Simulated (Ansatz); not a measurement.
Rh: strain energy, fitted

Rh, Fm-3m, a = 3.830 Å. Ansatz: PBE, PAW, 420 eV, Γ-centred 20×20×14 mesh on 2 atoms, Gaussian smearing 0.10 eV; no spin polarisation. Series: equal strain along all axes, cell held, atoms fixed by symmetry; x is the strain in per cent. y is the free energy over the unstrained cell, V0 = 14.045 Å³/atom.

| x (%) | y (meV/atom) |
| --- | --- |
| -3.0 | ? |
| -2.0 | 44.24 |
| -1.0 | 10.62 |
| 0.0 | 0.00 |
| 1.0 | 9.69 |
| 2.0 | 37.26 |
| 3.0 | 80.52 |

Question: Fit y = c2 x² + c3 x³ to the other rows, turn c2 into a modulus, and predict the missing energy.

Answer: Least squares on the rows shown. y = 10.204 x² − 0.42190 x³. In eV per unit strain² c2 is 102.0; the stiffness is B for this strain (E = 9/2 B V0 ε², shape held): 2 × 102.0 × 160.2 / (9 × 14.045) = 259 GPa. At x = -3.0 the fit asked for gives 103.23 meV/atom. The run gave 103.82 meV/atom, so the fit is 0.59 meV/atom too low, 0.57 % of the span of the series, against an rms of 0.10 meV/atom on the fitted rows. The row lies outside the fitted range. With a term in x⁴ added, a fit to the same known rows predicts 104.09 meV/atom, a smaller miss on the other side.